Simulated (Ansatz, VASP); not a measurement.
# BN: VASP beside Ansatz

```
CELL_PARAMETERS angstrom
2.50567 0.00000 0.00000
-1.25284 2.16998 0.00000
0.00000 0.00000 6.50883
ATOMIC_POSITIONS crystal
B 0.33333 0.66667 0.25000
B 0.66667 0.33333 0.75000
N 0.33333 0.66667 0.75000
N 0.66667 0.33333 0.25000
```

Change from the starting cell: volume scaled by 0.96, ions relaxed.

Alike in both runs: functional PBE; k mesh 13 × 13 × 5; occupations fermi-dirac, width 0.02 eV; no spin polarisation.

Ansatz relaxed the structure, and its values are those at the end. VASP's run is a single point on that final structure, the one shown.

```csv
,VASP,Ansatz
version,VASP 6.6.1,Ansatz 0.2.0
potentials or method,"VASP PAW PBE potentials, release 64 (B, N)","plane-wave PAW, scalar-relativistic"
plane-wave cutoff (eV),520,420
valence electrons in the cell,16,16
```

```csv
,VASP,Ansatz,Ansatz less VASP
gap on the k mesh at the Fermi level (eV),4.26,4.26,+0.006
pressure (GPa),3.3,3.2,-0.08
```

With one functional, cell and mesh, what is left measures potentials, basis and numerics. Ansatz warned: «stress_scf_threshold_loose».

Caveats: an odd mesh through Γ misses points on the zone boundary, where band edges often lie; this functional lacks dispersion, which binds the layers, so the pressure and a relaxed spacing across them are unreliable.
